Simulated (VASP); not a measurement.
Set up this calculation in VASP 6.6.1, as the native input.

* Task: relaxation of shape and atoms at fixed volume
* Functional: PBE
* Potentials or basis: VASP PAW PBE potentials, release 64 (Bi, Te)
* Cutoff: 300 eV
* k mesh: 4 × 4 × 4
* Occupations: gaussian, width 0.03 eV
* Spin: no spin polarisation
* Further INCAR settings: ALGO = Fast; EDIFF = 1e-07; IBRION = 2; EDIFFG = -0.01; NSW = 40; ISIF = 4

The structure of Bi2Te3 (Tellurobismuthite) lies in POSCAR:

```
Bi2Te3                                  
1.0
    2.2080378111      1.2748112245     10.5965285453
   -2.2080378111      1.2748112245     10.5965285453
    0.0000000000     -2.5496224493     10.5965285453
  Bi              Te            
     2     3
Direct
     0.3971509336043398    0.3971509336043398    0.3971509336043398
     0.6028490663956600    0.6028490663956600    0.6028490663956600
     0.0000000000000000    0.0000000000000000    0.0000000000000000
     0.2157282134917677    0.2157282134917677    0.2157282134917677
     0.7842717865082324    0.7842717865082324    0.7842717865082324
```

The cell isn't the ideal one: a relaxed cell with its volume scaled by 0.98.

These files were run (other wordings do the same):

INCAR

```
SYSTEM = Bi2Te3
ALGO = Fast
EDIFF = 1E-7
EDIFFG = -0.01
ENCUT = 300
GGA = PE
IBRION = 2
ISIF = 4
ISMEAR = 0
LASPH = .TRUE.
LCHARG = .FALSE.
LREAL = .FALSE.
LWAVE = .FALSE.
NELM = 80
NSW = 40
PREC = Accurate
SIGMA = 0.03
```

KPOINTS

```
k-points
0
G
  4 4 4
  0 0 0
```

Potentials or basis: VASP PAW PBE potentials, release 64 (Bi, Te).

The run is started by

```console
$ cat potpaw_PBE.64/Bi/POTCAR potpaw_PBE.64/Te/POTCAR > POTCAR
$ mpirun -np 1 vasp_std > vasp.out
```

It gave:

```json
{
 "Energy gained by relaxing": "1.3 meV/atom",
 "Ionic steps": "9",
 "Pressure after relaxing": "0.3 GPa",
 "Band gap on the k mesh": "0.42 eV, direct"
}
```

Caveat: spin-orbit coupling is left out, which as a rule narrows the gap of such compounds by several tenths of an eV.

It took 7 min on 1 thread of Intel(R) Xeon(R) 6975P-C (Granite Rapids), on a shared host, peak memory 0.56 GiB.
